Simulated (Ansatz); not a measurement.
# Magnetic states of vanadium, diamond

All numbers below come from Ansatz 0.2.0, DFT, PBE, plane waves (420 eV) with PAW, scalar-relativistic.

Each start was relaxed and then solved on a dense mesh, with Fermi-Dirac smearing of 0.05 eV (0.1 eV in a metal without spin) extrapolated to zero. Rows within 2 meV/atom of each other tie.

Where does each start end, and how do the energies compare? Starts: ferromagnetic; non-magnetic.


```csv
start,ends,ΔE (meV/atom),V (Å³/atom)
ferromagnetic,"ferromagnetic, net 1.89 μB per atom",0.0,20.44
non-magnetic,spin not included,97.8,18.75
```
